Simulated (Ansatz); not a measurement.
input.yaml

```yaml
crystal:
  lattice:
    - [3.2410431084, 0.0, 0.0]
    - [-1.6205215542, 2.8068256667, 0.0]
    - [0.0, 0.0, 3.1952266614]
  atoms:
    - { symbol: Mo, position: [0.0, 0.0, 0.0] }
    - { symbol: P, position: [0.3333333333, 0.6666666667, 0.5] }
basis:
  ecutwfc: 420
kpoints:
  mp_grid: { grid: [18, 18, 14] }
hamiltonian:
  xc: pbe
  dispersion: d3bj
scf:
  occupations: { method: gaussian, width: 0.1 }
output:
  forces: true
  stress: true
  eigenvalues: true
relax:
  adjacent_minimum: "off"
  f_tol: 0.005
  max_steps: 50
  cell: { stress_tol: 0.05 }
```

Launched with
```bash
ansatz run input.yaml --threads 1 --pin off --max-ram 2560MiB --backend cpu --events-out ev --progress --plain --runs-dir out
```

The calculation used Ansatz 0.2.0, DFT PBE+D3(BJ), scalar-relativistic, plane waves, PAW.

Part of what the program printed, abridged:

```
Pseudopotentials: kind: paw
Pseudopotential: Mo, paw, valence charge 14, recommended cutoff 420 eV (normal)
Pseudopotential: P, paw, valence charge 5, recommended cutoff 420 eV (normal)
Functional definition: PBE
Crystal: 2 atoms, lattice volume = 29.067 Å³
Basis set: ecut = 420 eV, 575 PW (Γ), exchange–correlation on 48×48×48 points (8 copies of the dense FFT grid, shifted against one another)
Bands: 14, of which v1, the nominal top of the filled ones, is band 10 counted from 1 (9 counted from 0)
Symmetry: 12 space group operations
Space group: P-6m2 (ITA 187), of the structure as read, at distance tolerance 3.1e-5 Å
k-points: 296 of 4536 (time reversal used)
Initial density: superposition of atomic densities (neutral atoms: chi_scale 0, normalization atom), corrected by the library's trained network
Initial wavefunctions: pseudopotential atomic-orbital guess
Functional: x = pbe(κ = 0.804, μ = 0.21951497), c = pbe(β = 0.06672455)
SCF iter   1: F=—  HF=-5714.309178 eV  |F-HF|=—  |Δ(HF+E_count)|=         —  Δρ=6.76e-3  dr2=5.65e-3  ethr=1.77e-3  ⟨swp⟩=5.1  Hψ=24391  notcnv=0
SCF iter   2: F=—  HF=-5714.310209 eV  |F-HF|=—  |Δ(HF+E_count)|=   1.03e-3  Δρ=3.99e-3  dr2=2.37e-3  ethr=2.97e-5  ⟨swp⟩=1.1  Hψ=6533  notcnv=0
SCF iter   3: F=—  HF=-5714.310771 eV  |F-HF|=—  |Δ(HF+E_count)|=   5.63e-4  Δρ=2.77e-4  dr2=1.27e-5  ethr=1.25e-5  ⟨swp⟩=2.1  Hψ=5669  notcnv=0
SCF iter   4: F=—  HF=-5714.310773 eV  |F-HF|=—  |Δ(HF+E_count)|=   1.65e-6  Δρ=6.54e-5  dr2=8.58e-7  ethr=6.70e-8  ⟨swp⟩=2.0  Hψ=6641  notcnv=0
SCF iter   5: F=-5714.310773 eV  HF=-5714.310773 eV  |F-HF|=1.06e-8  |Δ(HF+E_count)|=   1.36e-7  Δρ=1.46e-5  dr2=5.36e-8  ethr=4.52e-9  ⟨swp⟩=2.7  Hψ=6354  notcnv=0
SCF iter   6: F=-5714.310773 eV  HF=-5714.310773 eV  |F-HF|=5.87e-10  |Δ(HF+E_count)|=   9.43e-9  Δρ=2.62e-6  dr2=1.66e-9  ethr=2.82e-10  ⟨swp⟩=3.4  Hψ=15453  notcnv=0
SCF 1 converged in 6 iterations: F = -5714.310773 eV  dr2 = 1.66e-9
relax step   1: F+E_penalty+E_count = -5714.31077312 eV  Δ(F+E_penalty+E_count) = +0.000e0 eV  max|allowed force component| = 3.701e-17 eV/Å  Δτ_max = 0.0000 Å  P = -7.052 GPa  Ω = 29.067 Å³  (6 SCF iters, dr2 threshold 1.00e-7 eV, accepted)
Crystal: 2 atoms, lattice volume = 27.784 Å³
Basis set: ecut = 420 eV, 551 PW (Γ), exchange–correlation on 48×48×48 points (8 copies of the dense FFT grid, shifted against one another)
Initial density: handed on by an earlier stage of this run
Initial wavefunctions: those handed on with the density
SCF iter   1: F=—  HF=-5714.327157 eV  |F-HF|=—  |Δ(HF+E_count)|=         —  Δρ=3.46e-3  dr2=3.11e-3  ethr=1.64e-5  ⟨swp⟩=1.0  Hψ=30123  notcnv=0
SCF iter   2: F=—  HF=-5714.326542 eV  |F-HF|=—  |Δ(HF+E_count)|=   6.15e-4  Δρ=1.58e-3  dr2=5.13e-4  ethr=1.64e-5  ⟨swp⟩=2.0  Hψ=5628  notcnv=0
SCF iter   3: F=—  HF=-5714.326505 eV  |F-HF|=—  |Δ(HF+E_count)|=   3.69e-5  Δρ=3.07e-4  dr2=1.45e-5  ethr=2.70e-6  ⟨swp⟩=2.1  Hψ=5633  notcnv=0
SCF iter   4: F=—  HF=-5714.326507 eV  |F-HF|=—  |Δ(HF+E_count)|=   1.34e-6  Δρ=3.67e-5  dr2=1.38e-7  ethr=7.61e-8  ⟨swp⟩=2.2  Hψ=6416  notcnv=0
SCF iter   5: F=-5714.326507 eV  HF=-5714.326507 eV  |F-HF|=2.13e-9  |Δ(HF+E_count)|=   9.52e-8  Δρ=5.65e-6  dr2=3.27e-9  ethr=7.25e-10  ⟨swp⟩=2.4  Hψ=6159  notcnv=0
SCF iter   6: F=-5714.326507 eV  HF=-5714.326507 eV  |F-HF|=5.28e-11  |Δ(HF+E_count)|=   2.84e-9  Δρ=5.91e-7  dr2=8.73e-11  ethr=1.72e-11  ⟨swp⟩=1.7  Hψ=12265  notcnv=0
SCF 2 converged in 6 iterations: F = -5714.326507 eV  dr2 = 8.73e-11
relax step   2: F+E_penalty+E_count = -5714.32650665 eV  Δ(F+E_penalty+E_count) = -1.573e-2 eV  max|allowed force component| = 9.252e-18 eV/Å  Δτ_max = 0.0000 Å  P = +2.493 GPa  Ω = 27.784 Å³  energy of the carried Pulay correction = +3.091e-4 eV  (6 SCF iters, dr2 threshold 2.00e-7 eV, accepted)
Crystal: 2 atoms, lattice volume = 28.152 Å³
SCF iter   1: F=—  HF=-5714.332314 eV  |F-HF|=—  |Δ(HF+E_count)|=         —  Δρ=1.75e-3  dr2=7.48e-4  ethr=3.64e-6  ⟨swp⟩=2.0  Hψ=29427  notcnv=0
SCF iter   2: F=—  HF=-5714.332112 eV  |F-HF|=—  |Δ(HF+E_count)|=   2.02e-4  Δρ=7.00e-4  dr2=7.60e-5  ethr=3.64e-6  ⟨swp⟩=2.5  Hψ=5742  notcnv=0
SCF iter   3: F=—  HF=-5714.332111 eV  |F-HF|=—  |Δ(HF+E_count)|=   9.84e-7  Δρ=1.98e-4  dr2=5.29e-6  ethr=4.00e-7  ⟨swp⟩=1.1  Hψ=4315  notcnv=0
SCF iter   4: F=-5714.332112 eV  HF=-5714.332112 eV  |F-HF|=4.83e-9  |Δ(HF+E_count)|=   7.70e-7  Δρ=1.31e-5  dr2=1.84e-8  ethr=2.79e-8  ⟨swp⟩=1.9  Hψ=5455  notcnv=0
SCF iter   5: F=-5714.332112 eV  HF=-5714.332112 eV  |F-HF|=4.00e-11  |Δ(HF+E_count)|=   1.15e-8  Δρ=1.62e-6  dr2=3.79e-10  ethr=9.71e-11  ⟨swp⟩=2.0  Hψ=6341  notcnv=0
SCF iter   6: F=-5714.332112 eV  HF=-5714.332112 eV  |F-HF|=1.64e-11  |Δ(HF+E_count)|=  1.02e-10  Δρ=3.32e-7  dr2=2.19e-11  ethr=2.00e-12  ⟨swp⟩=1.0  Hψ=12204  notcnv=0
SCF 3 converged in 6 iterations: F = -5714.332112 eV  dr2 = 2.19e-11
relax step   3: F+E_penalty+E_count = -5714.33211222 eV  Δ(F+E_penalty+E_count) = -5.606e-3 eV  max|allowed force component| = 2.486e-17 eV/Å  Δτ_max = 0.0000 Å  P = -0.103 GPa  Ω = 28.152 Å³  energy of the carried Pulay correction = +2.236e-4 eV  (6 SCF iters, dr2 threshold 2.00e-7 eV, accepted)
Crystal: 2 atoms, lattice volume = 28.135 Å³
SCF iter   1: F=—  HF=-5714.332144 eV  |F-HF|=—  |Δ(HF+E_count)|=         —  Δρ=1.21e-4  dr2=3.53e-6  ethr=1.62e-8  ⟨swp⟩=3.3  Hψ=28261  notcnv=0
SCF iter   2: F=—  HF=-5714.332143 eV  |F-HF|=—  |Δ(HF+E_count)|=   1.02e-6  Δρ=4.68e-5  dr2=3.11e-7  ethr=1.62e-8  ⟨swp⟩=2.5  Hψ=5912  notcnv=0
SCF iter   3: F=-5714.332143 eV  HF=-5714.332143 eV  |F-HF|=8.55e-10  |Δ(HF+E_count)|=   8.86e-9  Δρ=1.37e-5  dr2=2.27e-8  ethr=1.64e-9  ⟨swp⟩=1.2  Hψ=4384  notcnv=0
SCF iter   4: F=-5714.332143 eV  HF=-5714.332143 eV  |F-HF|=2.09e-11  |Δ(HF+E_count)|=   3.07e-9  Δρ=8.30e-7  dr2=7.00e-11  ethr=1.19e-10  ⟨swp⟩=1.4  Hψ=4708  notcnv=0
SCF iter   5: F=-5714.332143 eV  HF=-5714.332143 eV  |F-HF|=2.73e-12  |Δ(HF+E_count)|=  5.55e-11  Δρ=1.14e-7  dr2=1.67e-12  ethr=1.00e-12  ⟨swp⟩=2.5  Hψ=6536  notcnv=0
SCF iter   6: F=-5714.332143 eV  HF=-5714.332143 eV  |F-HF|=0.00e0  |Δ(HF+E_count)|=  9.09e-13  Δρ=2.10e-8  dr2=5.57e-14  ethr=1.00e-12  ⟨swp⟩=1.0  Hψ=9472  notcnv=0
SCF 4 converged in 6 iterations: F = -5714.332143 eV  dr2 = 5.57e-14
relax step   4: F+E_penalty+E_count = -5714.33214287 eV  Δ(F+E_penalty+E_count) = -3.066e-5 eV  max|allowed force component| = 9.252e-17 eV/Å  Δτ_max = 0.0000 Å  P = -0.003 GPa  Ω = 28.135 Å³  energy of the carried Pulay correction = +2.274e-4 eV  (6 SCF iters, dr2 threshold 1.04e-7 eV, accepted)
Initial wavefunctions: pseudopotential atomic-orbital guess (no wavefunctions were taken with the density)
SCF iter   1: F=—  HF=-5714.331923 eV  |F-HF|=—  |Δ(HF+E_count)|=         —  Δρ=5.94e-5  dr2=1.38e-7  ethr=2.96e-8  ⟨swp⟩=3.0  Hψ=36484  notcnv=0
SCF iter   2: F=—  HF=-5714.331923 eV  |F-HF|=—  |Δ(HF+E_count)|=   2.38e-7  Δρ=2.87e-5  dr2=2.88e-8  ethr=7.27e-10  ⟨swp⟩=2.2  Hψ=6716  notcnv=0
SCF iter   3: F=—  HF=-5714.331923 eV  |F-HF|=—  |Δ(HF+E_count)|=   3.65e-8  Δρ=2.11e-6  dr2=3.85e-10  ethr=1.51e-10  ⟨swp⟩=2.9  Hψ=6968  notcnv=0
SCF iter   4: F=—  HF=-5714.331923 eV  |F-HF|=—  |Δ(HF+E_count)|=  3.37e-10  Δρ=4.78e-7  dr2=2.31e-11  ethr=2.03e-12  ⟨swp⟩=2.9  Hψ=7112  notcnv=0
SCF iter   5: F=-5714.331923 eV  HF=-5714.331923 eV  |F-HF|=9.09e-13  |Δ(HF+E_count)|=  1.46e-11  Δρ=5.54e-8  dr2=7.52e-13  ethr=1.00e-12  ⟨swp⟩=1.0  Hψ=4144  notcnv=0
SCF iter   6: F=-5714.331923 eV  HF=-5714.331923 eV  |F-HF|=1.82e-12  |Δ(HF+E_count)|=    0.00e0  Δρ=9.61e-9  dr2=1.42e-14  ethr=1.00e-12  ⟨swp⟩=3.6  Hψ=15290  notcnv=0
SCF 5 converged in 6 iterations: F = -5714.331923 eV  dr2 = 1.42e-14
SCF converged after 6 iterations
Free energy (F): -5714.331923 eV
Harris-Foulkes:  -5714.331923 eV  (|F-HF|=1.82e-12)
Internal energy: -5714.327578 eV  (E = F + TS)
E sigma→0 (E₀):  -5714.329751 eV
Entropy (-TS):   -0.004346 eV (-2.173 meV/atom)
Fermi energy:    17.667954 eV
--- Per-component energies (eV) ---
  E_band       = -55.308418
  E_kinetic    = 518.950193
  E_local      = -1010.652837  (includes V_loc(G=0)·N_el)
  E_nonlocal   = 176.495574
  E_hartree    = 352.864720
  E_xc         = -248.081784
  E_vxc        = -293.988465  (∫ρ·V_xc dr)
  E_paw        = -3770.949286  (= ΣΔE_a)
  E_vpaw       = -151.842371  (= ΣTr[D̂ρ^β])
  E_aug_tail   = 0.000051  (compensation charges beyond the density's cutoff)
  E_ewald      = -1731.669628
  E_disp       = -1.284581  (pairwise vdW)
  E_smearing   = -0.004346  (= −TS)
--- Forces (eV/Å), atoms counted from 1 ---
  atom   1  Mo     0.00000000     0.00000000     0.00000000
  atom   2  P      0.00000000     0.00000000     0.00000000
--- Stress (GPa, compression-positive) ---
       -0.007247       0.000000       0.000000
        0.000000      -0.007247       0.000000
        0.000000       0.000000       0.001937
  P = ⅓ Tr σ = -0.0042 GPa (-0.042 kbar)
--- Band table (eV; the first three rows and the last of 296) ---
  k-point 0: bands = ["-43.4967", "-17.6535", "-17.4372", "-17.4372", "3.6177", "13.3815", "14.3256", "14.3256", "16.9641", "17.9639", "17.9639", "21.9103", "21.9103", "23.3164"]
  k-point 1: bands = ["-43.4956", "-17.6694", "-17.4358", "-17.4358", "3.7031", "13.2847", "14.3653", "14.3653", "16.9204", "17.7420", "17.7420", "22.0925", "22.0925", "23.3842"]
  k-point 2: bands = ["-43.4926", "-17.7138", "-17.4320", "-17.4320", "3.9531", "12.9478", "14.4790", "14.4790", "16.9163", "17.2368", "17.2368", "22.3510", "22.3510", "23.5757"]
  k-point 295: bands = ["-43.4359", "-17.8720", "-17.6691", "-17.6370", "6.7746", "10.6528", "11.9082", "14.4175", "16.3202", "19.2797", "21.1338", "22.0230", "22.0395", "22.7518"]
--- Relaxed structure (4 steps of the walk, 4 accepted, 1 SCFs on fresh bases) ---
  F+E_penalty+E_count = -5714.33192333 eV   max|allowed force component| = 9.252e-17 eV/Å   (the final SCF, on the basis selected at the relaxed cell)
  cell:  # Å, volume = 28.1346 Å³
    - [3.19863251, 0.0, 0.0]
    - [-1.59931625, 2.77009701, 0.0]
    - [0.0, 0.0, 3.17527822]
  atoms:
    - { symbol: Mo, position: [0.0, 0.0, 0.0] }
    - { symbol: P, position: [0.33333333, 0.66666666, 0.50000000] }
```

The relaxation met its thresholds.

It took 64 s on 1 thread of Arm Neoverse V1, with other jobs on the host, peak memory 0.44 GiB.